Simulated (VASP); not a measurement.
Zn: single point with r2SCAN

The system is Zn.

```
CELL_PARAMETERS angstrom
0.00000 1.92505 1.92505
1.92505 0.00000 1.92505
1.92505 1.92505 0.00000
ATOMIC_POSITIONS crystal
Zn 0.00000 0.00000 0.00000
```

The cell was built by a generator and needn't be a form met in nature.

| Item | Value |
| --- | --- |
| Program | VASP 6.6.1 |
| Task | single point |
| Functional | r2SCAN |
| Potentials or basis | VASP PAW PBE potentials, release 64 (Zn) |
| Cutoff | 520 eV |
| k mesh | 18 × 18 × 18 |
| Occupations | gaussian, width 0.05 eV |
| Spin | no spin polarisation |
| Dipole correction | no |
| Further INCAR settings | ALGO = Normal; EDIFF = 1e-07; NBANDS = 12 |

- Pressure: 0.5 GPa
- Band gap on the k mesh: none (metal or under the smearing width)

Levels at points of the mesh, in eV from the Fermi level:
```tsv
k point	band 4	band 5	band 6	band 7	band 8	band 9
(0.00, 0.00, 0.00)	-8.07	-7.63	-7.63	20.22	20.31	20.31
(0.50, 0.00, 0.00)	-7.31	-7.31	-3.33	-1.20	16.98	16.98
(0.50, 0.50, 0.00)	-7.23	-7.23	-1.22	2.21	9.32	9.32
```

It took 54 s on 1 thread of Intel(R) Xeon(R) 6975P-C (Granite Rapids), on a shared host, peak memory 0.14 GiB.

Caveat: the PAW data sets were made with another functional, which shifts forces and pressure a little.
